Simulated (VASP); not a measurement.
# SrCl2 (Fm-3m) in VASP: notebook

Runs on SrCl2. Level: PBEsol. Tasks: single point, relaxation of cell and atoms.

All numbers are computed with VASP 6.6.1; they aren't measurements. Logs are shortened: lines on timing, memory, paths and dates and some standing lists are left out, and cuts for length are marked.

### Step 1. The crystal as given

The structure is cubic, space group Fm-3m (No. 225). The conventional cell has a = 6.971 Å, b = 6.971 Å, c = 6.971 Å, α = 90.00°, β = 90.00°, γ = 90.00°. Around Sr (site symmetry m-3m) lie 8 Cl at 3.02 Å. Cl (site symmetry -43m) is surrounded by 4 Sr at 3.02 Å.

### Step 2. Single point, PBEsol

INCAR

```
ALGO     = Normal         # electronic algorithm
EDIFF    = 1E-6           # SCF threshold, eV
ENCUT    = 520            # plane-wave cutoff, eV
GGA      = PS             # functional
ISIF     = 2              # what is computed and relaxed
ISMEAR   = 0              # smearing method
LASPH    = T              # aspherical terms in the spheres
LCHARG   = F              # write CHGCAR
LREAL    = F              # projectors in reciprocal space
LWAVE    = F              # write WAVECAR
NBANDS   = 19             # bands
NELM     = 100            # most SCF steps
PREC     = Accurate       # precision mode
SIGMA    = 0.1            # smearing width, eV
```

KPOINTS

```
k-points
0
Gamma
  4 4 4
```

POSCAR

```
SrCl2
1.0
    0.0000000000      3.4855000000      3.4855000000
    3.4855000000      0.0000000000      3.4855000000
    3.4855000000      3.4855000000      0.0000000000
Sr Cl
1 2
Direct
    0.0000000000      0.0000000000      0.0000000000
    0.2500000000      0.2500000000      0.2500000000
    0.7500000000      0.7500000000      0.7500000000
```

Potentials or basis: VASP PAW PBE potentials, release 64 (Sr_sv, Cl).

On the command line:

```console
$ cat potpaw_PBE.64/Sr_sv/POTCAR potpaw_PBE.64/Cl/POTCAR > POTCAR
$ mpirun -np 1 vasp_std > vasp.out
```

OUTCAR:

```text
EDIFF = 1E-6
   ENCUT = 520
   GGA = PS
   ISIF = 2
   ISMEAR = 0
   LASPH = T
   LREAL = F
   NELM = 100
   PREC = Accurate

 ion  position               nearest neighbor table
   1  0.000  0.000  0.000-   3 3.02   3 3.02   3 3.02   2 3.02   3 3.02   2 3.02   2 3.02   2 3.02

   2  0.250  0.250  0.250-   1 3.02   1 3.02   1 3.02   1 3.02
   3  0.750  0.750  0.750-   1 3.02   1 3.02   1 3.02   1 3.02

  LATTYP: Found a face centered cubic cell.
 ALAT       =     6.9710000000

  Lattice vectors:

 A1 = (   0.0000000000,   3.4855000000,   3.4855000000)
 A2 = (   3.4855000000,   0.0000000000,   3.4855000000)
 A3 = (   3.4855000000,   3.4855000000,   0.0000000000)

Analysis of symmetry for initial positions (statically):
=====================================================================
 Subroutine PRICEL returns:
 Original cell was already a primitive cell.

 Routine SETGRP: Setting up the symmetry group for a
 face centered cubic supercell.

 Subroutine GETGRP returns: Found 48 space group operations
 (whereof 48 operations were pure point group operations)
 out of a pool of 48 trial point group operations.

The static configuration has the point symmetry O_h .

Analysis of symmetry for dynamics (positions and initial velocities):
=====================================================================
 Subroutine PRICEL returns:
 Original cell was already a primitive cell.

 Routine SETGRP: Setting up the symmetry group for a
 face centered cubic supercell.

 Subroutine GETGRP returns: Found 48 space group operations
 (whereof 48 operations were pure point group operations)
 out of a pool of 48 trial point group operations.

The dynamic configuration has the point symmetry O_h .

 Subroutine INISYM returns: Found 48 space group operations
 (whereof 48 operations are pure point group operations),
 and found     1 'primitive' translations

----------------------------------------------------------------------------------------

                                     Primitive cell

  volume of cell :      84.6887

  direct lattice vectors                    reciprocal lattice vectors
     0.000000000  3.485500000  3.485500000    -0.143451442  0.143451442  0.143451442
     3.485500000  0.000000000  3.485500000     0.143451442 -0.143451442  0.143451442
     3.485500000  3.485500000  0.000000000     0.143451442  0.143451442 -0.143451442

  length of vectors
     4.929241372  4.929241372  4.929241372     0.248465185  0.248465185  0.248465185

  position of ions in fractional coordinates (direct lattice)
     0.000000000  0.000000000  0.000000000
     0.250000000  0.250000000  0.250000000
     0.750000000  0.750000000  0.750000000

  ion indices of the primitive-cell ions
   primitive index   ion index
                 1           1
                 2           2
                 3           3

----------------------------------------------------------------------------------------

 KPOINTS: k-points

Automatic generation of k-mesh.
 Grid dimensions read from file:
 generate k-points for:    4    4    4

 Generating k-lattice:

  Cartesian coordinates                     Fractional coordinates (reciprocal lattice)
    -0.035862860  0.035862860  0.035862860     0.250000000  0.000000000  0.000000000
     0.035862860 -0.035862860  0.035862860     0.000000000  0.250000000  0.000000000
     0.035862860  0.035862860 -0.035862860     0.000000000  0.000000000  0.250000000

  Length of vectors
     0.062116296  0.062116296  0.062116296

  Shift w.r.t. Gamma in fractional coordinates (k-lattice)
     0.000000000  0.000000000  0.000000000

 Subroutine IBZKPT returns following result:
 ===========================================

 Found      8 irreducible k-points:

 Following reciprocal coordinates:
            Coordinates               Weight
  0.000000  0.000000  0.000000      1.000000
  0.250000  0.000000  0.000000      8.000000
  0.500000  0.000000  0.000000      4.000000
  0.250000  0.250000  0.000000      6.000000
  0.500000  0.250000  0.000000     24.000000
 -0.250000  0.250000  0.000000     12.000000
  0.500000  0.500000  0.000000      3.000000
 -0.250000  0.500000  0.250000      6.000000
   k-points           NKPTS =      8   k-points in BZ     NKDIM =      8   number of bands    NBANDS=     19
   number of dos      NEDOS =    301   number of ions     NIONS =      3
   total plane-waves  NPLWV =  64000
   dimension x,y,z NGX =    40 NGY =   40 NGZ =   40
   dimension x,y,z NGXF=    80 NGYF=   80 NGZF=   80
   ions per type =               1   2
   NGX,Y,Z   is equivalent  to a cutoff of  13.49, 13.49, 13.49 a.u.
   NGXF,Y,Z  is equivalent  to a cutoff of  26.98, 26.98, 26.98 a.u.
 SYSTEM =  unknown system
   PREC   = accura    normal or accurate (medium, high low for compatibility)
   ISTART =      0    job   : 0-new  1-cont  2-samecut
   ICHARG =      2    charge: 1-file 2-atom 10-const
   ISPIN  =      1    spin polarized calculation?
   LNONCOLLINEAR =      F non collinear calculations
   LSORBIT =      F    spin-orbit coupling
   LASPH  =      T    aspherical Exc in radial PAW
   ENCUT  =  520.0 eV  38.22 Ry    6.18 a.u.   9.17  9.17  9.17*2*pi/ulx,y,z
   NELM   =    100;   NELMIN=  2; NELMDL= -5     # of ELM steps
   EDIFF  = 0.1E-05   stopping-criterion for ELM
   LREAL  =      F    real-space projection
   EDIFFG = 0.1E-04   stopping-criterion for IOM
   NSW    =      0    number of steps for IOM
   IBRION =     -1    ionic relax: 0-MD 1-quasi-New 2-CG
   NFREE  =      0    steps in history (QN), initial steepest desc. (CG)
   ISIF   =      2    stress and relaxation
   ISYM   =      2    0-nonsym 1-usesym 2-fastsym
   POTIM  = 0.5000    time-step for ionic-motion
   TEBEG  =    0.0;   TEEND  =   0.0 temperature during run
   PSTRESS=    0.0 pullay stress
   NELECT =      24.0000    total number of electrons
   NUPDOWN=      -1.0000    fix difference up-down
   EMIN   =  10.00;   EMAX   =-10.00  energy-range for DOS
   EFERMI =   0.00;   METHOD = LEGACY
   ISMEAR =     0;   SIGMA  =   0.10  broadening in eV -4-tet -1-fermi 0-gaus
   EFERMI_NEDOS =   21; number of points for ismear=-14 and -15
   IALGO  =     38    algorithm
   IMIX   =      4    mixing-type and parameters
     AMIX     =   0.40;   BMIX     =  1.00
     AMIX_MAG =   1.60;   BMIX_MAG =  1.00
  volume/ion in A,a.u.               =      28.23       190.50
  Fermi-wavevector in a.u.,A,eV,Ry     =   1.075318  2.032056 15.732530  1.156308
  Thomas-Fermi vector in A             =   2.211171
   LORBIT       =      0    0 simple, 1 ext, 2 COOP (PROOUT), +10 PAW based schemes
   GGA     = PS    functional components
   LHFCALC =     F    Hartree Fock is set to
   AEXX    =    0.0000 exact exchange contribution
   IVDW    =     0    specifies the selected vdW correction
   LEPSILON=     F    determine dielectric tensor
   LRPA    =     F    only Hartree local field effects (RPA)
 non-spin polarized calculation
 Gauss-broadening in eV      SIGMA  =   0.10
  energy-cutoff  :      520.00
  volume of cell :       84.69
 maximum number of plane-waves:      2284
 NGX is ok and might be reduce to    40
   NGX = 19   NGY = 19   NGZ = 19

 number of electron      24.0000003 magnetization

 Free energy of the ion-electron system (eV)
  ---------------------------------------------------
  ext. energy  EPLUGINS =         0.00000000
  ---------------------------------------------------
  free energy    TOTEN  =       -13.33785346 eV

  energy without entropy =      -13.33785346  energy(sigma->0) =      -13.33785346

 E-fermi :   0.5879     XC(G=0):  -8.5019

 val. band max:        0.0997233214   @ k =   0.5000   0.5000   0.0000
 cond. band min:       5.2417951185   @ k =   0.0000   0.0000   0.0000
 fundamental gap:      5.1420717971
 Fermi energy:         0.5879052358

 k-point     1 :       0.0000    0.0000    0.0000
  band No.  band energies     occupation
      1     -32.6930      2.00000
      2     -14.7103      2.00000
      3     -14.7103      2.00000
      4     -14.7103      2.00000
      5     -13.2048      2.00000
      6     -12.3319      2.00000
[... 11 lines left out ...]
     18       8.9810      0.00000
     19       9.3905      0.00000

 k-point     2 :       0.2500    0.0000    0.0000
  band No.  band energies     occupation
      1     -32.6913      2.00000
      2     -14.8840      2.00000
      3     -14.7176      2.00000
      4     -14.7176      2.00000
      5     -12.9154      2.00000
      6     -12.4326      2.00000
[... 11 lines left out ...]
     18       8.6614      0.00000
     19       9.6187      0.00000

 k-point     3 :       0.5000    0.0000    0.0000
  band No.  band energies     occupation
      1     -32.6896      2.00000
      2     -15.0122      2.00000
      3     -14.7249      2.00000
      4     -14.7249      2.00000
      5     -12.7961      2.00000
      6     -12.3952      2.00000
[... 11 lines left out ...]
     18       8.6737      0.00000
     19       8.7304      0.00000

 k-point     4 :       0.2500    0.2500    0.0000
  band No.  band energies     occupation
      1     -32.6907      2.00000
      2     -14.9234      2.00000
      3     -14.7278      2.00000
      4     -14.7278      2.00000
      5     -12.7888      2.00000
      6     -12.4932      2.00000
[... 11 lines left out ...]
     18       8.5105      0.00000
     19       9.0511      0.00000

 k-point     5 :       0.5000    0.2500    0.0000
  band No.  band energies     occupation
      1     -32.6891      2.00000
      2     -14.9896      2.00000
      3     -14.8071      2.00000
      4     -14.7351      2.00000
      5     -12.6236      2.00000
      6     -12.4821      2.00000
[... 11 lines left out ...]
     18       8.8925      0.00000
     19       9.6532      0.00000

 k-point     6 :      -0.2500    0.2500    0.0000
  band No.  band energies     occupation
      1     -32.6896      2.00000
      2     -14.9333      2.00000
      3     -14.8267      2.00000
      4     -14.7249      2.00000
      5     -12.6585      2.00000
      6     -12.5051      2.00000
[... 11 lines left out ...]
     18       8.5885      0.00000
     19       9.8948      0.00000

 k-point     7 :       0.5000    0.5000    0.0000
  band No.  band energies     occupation
      1     -32.6885      2.00000
      2     -15.0774      2.00000
      3     -14.7452      2.00000
      4     -14.7452      2.00000
      5     -12.6433      2.00000
      6     -12.4114      2.00000
[... 11 lines left out ...]
     18       8.5901      0.00000
     19       9.8902      0.00000

 k-point     8 :      -0.2500    0.5000    0.2500
  band No.  band energies     occupation
      1     -32.6885      2.00000
      2     -14.9218      2.00000
      3     -14.9218      2.00000
      4     -14.7456      2.00000
      5     -12.5170      2.00000
      6     -12.5170      2.00000
[... 11 lines left out ...]
     18       9.4658      0.00000
     19      10.6474      0.00000

------------------------ aborting loop because EDIFF is reached ----------------------------------------

  FORCE on cell =-STRESS in cart. coord.  units (eV):
  Direction    XX          YY          ZZ          XY          YZ          ZX
  --------------------------------------------------------------------------------------
  -------------------------------------------------------------------------------------
  Total       -0.4532223     -0.4532223     -0.4532223     -0.0000000     -0.0000000      0.0000000
  in kB       -8.5742582     -8.5742582     -8.5742582     -0.0000000     -0.0000000      0.0000000
  external PRESSURE =      -8.5742582 kB  Pullay stress =       0.0000000 kB

 VOLUME and BASIS-vectors are now :
 -----------------------------------------------------------------------------
  energy-cutoff  :      520.00
  volume of cell :       84.69
      direct lattice vectors                 reciprocal lattice vectors
     0.000000000  3.485500000  3.485500000    -0.143451442  0.143451442  0.143451442
     3.485500000  0.000000000  3.485500000     0.143451442 -0.143451442  0.143451442
     3.485500000  3.485500000  0.000000000     0.143451442  0.143451442 -0.143451442

 POSITION                                       TOTAL-FORCE (eV/Angst)
 -----------------------------------------------------------------------------------
      0.00000      0.00000      0.00000        -0.000000     -0.000000      0.000000
      1.74275      1.74275      1.74275         0.000000     -0.000000      0.000000
      5.22825      5.22825      5.22825        -0.000000      0.000000     -0.000000
 -----------------------------------------------------------------------------------
    total drift:                               -0.000000     -0.000000      0.000000

  FREE ENERGIE OF THE ION-ELECTRON SYSTEM (eV)
  ---------------------------------------------------
  free  energy   TOTEN  =       -13.3378534559 eV

  energy  without entropy=      -13.3378534559  energy(sigma->0) =      -13.33785346
```

Wall time 12 s (1 thread of Intel Xeon 6975P-C (Granite Rapids), shared host); peak memory 0.22 GiB.

What came out:

```yaml
Free_energy: -13.3379 eV
Pressure: -0.9 GPa
Band_gap_on_the_k_mesh: 5.14 eV, indirect (least direct gap 5.36 eV)
```

Levels at points of the mesh, in eV from the valence-band top:
| k point | band 8 | band 9 | band 10 | band 11 | band 12 | band 13 | band 14 | band 15 | band 16 | band 17 |
| --- | --- | --- | --- | --- | --- | --- | --- | --- | --- | --- |
| (0.00, 0.00, 0.00) | -2.18 | -2.18 | -0.34 | -0.34 | -0.34 | 5.14 | 5.97 | 5.97 | 8.88 | 8.88 |
| (0.50, 0.00, 0.00) | -1.61 | -1.54 | -1.35 | -1.07 | -1.07 | 6.61 | 6.61 | 7.42 | 7.71 | 8.57 |
| (0.50, 0.50, 0.00) | -1.92 | -1.92 | -0.42 | -0.42 | 0.00 | 5.36 | 6.93 | 7.52 | 7.95 | 7.95 |

Caveat: the PAW data sets were made with another functional, which shifts forces and pressure a little. A k mesh can miss the band edges.

### Step 3. Single point, PBEsol

This run uses another cell than the first one, of 27.50 Å³/atom, 0.974 times its volume.

INCAR

```
SYSTEM = SrCl2
ALGO = Fast
EDIFF = 1E-7
ENCUT = 520
GGA = PS
ISIF = 2
ISMEAR = 0
LASPH = .True.
LCHARG = .False.
LREAL = .False.
LWAVE = .False.
NBANDS = 19
NELM = 100
PREC = Accurate
SIGMA = 0.02
```

KPOINTS

```
k-points
0
Gamma
  6 6 6
  0 0 0
```

POSCAR

```
SrCl2
1.0
    0.0000000000      3.4550859828      3.4550859828
    3.4550859828      0.0000000000      3.4550859828
    3.4550859828      3.4550859828      0.0000000000
Sr Cl
1 2
Direct
    0.0000000000      0.0000000000      0.0000000000
    0.2500000000      0.2500000000      0.2500000000
    0.7500000000      0.7500000000      0.7500000000
```

Potentials or basis: VASP PAW PBE potentials, release 64 (Sr_sv, Cl).

On the command line:

```console
$ cat potpaw_PBE.64/Sr_sv/POTCAR potpaw_PBE.64/Cl/POTCAR > POTCAR
$ mpirun -np 1 vasp_std > vasp.out
```

It took 28 s on 1 thread of AMD EPYC 7R13 (Zen 3), shared host; peak memory 0.17 GiB.

The run converged. Its results:

* Free energy: -13.3426 eV
* Pressure: 0.1 GPa
* Band gap on the k mesh: 5.24 eV, indirect (least direct gap 5.34 eV)

Levels at points of the mesh, in eV from the valence-band top:
| k point | band 8 | band 9 | band 10 | band 11 | band 12 | band 13 | band 14 | band 15 | band 16 | band 17 |
| --- | --- | --- | --- | --- | --- | --- | --- | --- | --- | --- |
| (0.00, 0.00, 0.00) | -2.27 | -2.27 | -0.36 | -0.36 | -0.36 | 5.24 | 5.96 | 5.96 | 8.92 | 8.92 |
| (0.50, 0.00, 0.00) | -1.69 | -1.59 | -1.40 | -1.11 | -1.11 | 6.63 | 6.63 | 7.51 | 7.74 | 8.69 |
| (0.50, 0.50, 0.00) | -1.98 | -1.98 | -0.44 | -0.44 | 0.00 | 5.34 | 7.00 | 7.58 | 8.02 | 8.02 |

Caveat: the PAW data sets were made with another functional, which shifts forces and pressure a little.

### Step 4. Relaxation of cell and atoms, PBEsol

INCAR

```
SYSTEM = SrCl2
PREC = Accurate
ENCUT = 600
EDIFF = 1E-7
ISMEAR = 0
SIGMA = 0.02
LREAL = .False.
LASPH = .True.
NELM = 100
ALGO = Normal
ISIF = 3
LWAVE = .False.
LCHARG = .False.
GGA = PS
IBRION = 2
NSW = 100
EDIFFG = -0.005
```

KPOINTS

```
Automatic mesh
0
Gamma
  6 6 6
  0 0 0
```

POSCAR

```
SrCl2
1.0
    0.0000000000      3.4855000000      3.4855000000
    3.4855000000      0.0000000000      3.4855000000
    3.4855000000      3.4855000000      0.0000000000
Sr Cl
1 2
Direct
    0.0000000000      0.0000000000      0.0000000000
    0.2500000000      0.2500000000      0.2500000000
    0.7500000000      0.7500000000      0.7500000000
```

On the command line:

```console
$ cat potpaw_PBE.64/Sr_sv/POTCAR potpaw_PBE.64/Cl/POTCAR > POTCAR
$ mpirun -np 1 vasp_std > vasp.out
```

Wall time 63 s (1 thread of AMD EPYC 7R13 (Zen 3), shared host); peak memory 0.21 GiB.

The run converged. Its results:

| Item | Value |
| --- | --- |
| Free energy | -13.3430 eV |
| Relaxed volume | 27.60 Å³/atom |
| Relaxed cell | a = 4.892 Å, b = 4.892 Å, c = 4.892 Å, α = 60.00°, β = 60.00°, γ = 60.00° |
| Space group after relaxing (to 0.05 Å) | Fm-3m (No. 225) |
| Energy gained by relaxing | 1.6 meV/atom |
| Ionic steps | 3 |
| Pressure after relaxing | 0.0 GPa |
| Band gap on the k mesh | 5.23 eV, indirect (least direct gap 5.34 eV) |

The path:
```tsv
step	energy change (eV)	largest force (eV/Å)	pressure (GPa)	volume (Å³)
1	0.0000	0.0000	-0.82	84.69
2	-0.0049	0.0000	-0.06	82.93
3	-0.0049	0.0000	0.00	82.80
```

Final structure:
```cif
data_structure
_symmetry_space_group_name_H-M 'P 1'
_symmetry_Int_Tables_number 1
_cell_length_a 4.8923
_cell_length_b 4.8923
_cell_length_c 4.8923
_cell_angle_alpha 60.000
_cell_angle_beta 60.000
_cell_angle_gamma 60.000
_cell_volume 82.80
loop_
_atom_site_label
_atom_site_type_symbol
_atom_site_fract_x
_atom_site_fract_y
_atom_site_fract_z
_atom_site_occupancy
Sr1 Sr 0.00000 0.00000 0.00000 1
Cl1 Cl 0.25000 0.25000 0.25000 1
Cl2 Cl 0.75000 0.75000 0.75000 1
```

Levels at points of the mesh, in eV from the valence-band top:
```csv
k point,band 10,band 11,band 12,band 13,band 14,band 15
"(0.00, 0.00, 0.00)",-0.35,-0.35,-0.35,5.23,5.96,5.96
"(0.50, 0.00, 0.00)",-1.40,-1.10,-1.10,6.62,6.62,7.50
"(0.50, 0.50, 0.00)",-0.43,-0.43,0.00,5.34,6.99,7.57
```

Caveat: the PAW data sets were made with another functional, which shifts forces and pressure a little. A k mesh can miss the band edges.

### Step 5. Summary

```tsv
task	cell	k mesh	cutoff (eV)	smearing	gap on the mesh (eV)	pressure (GPa)
single point	Fm-3m, 28.23 Å³/atom	4 × 4 × 4	520	gaussian 0.1 eV	5.14	-0.9
single point	Fm-3m, 27.5 Å³/atom	6 × 6 × 6	520	gaussian 0.02 eV	5.24	0.1
relaxation of cell and atoms	relaxed	6 × 6 × 6	600	gaussian 0.02 eV	5.23	0.0
```

Alike in all rows: level PBEsol; potentials or basis VASP PAW PBE potentials, release 64 (Sr_sv, Cl); no spin polarisation.

Caveats: the PAW data sets were made with another functional, which shifts forces and pressure a little.

Absolute energies hang on the potentials; compare differences alone.
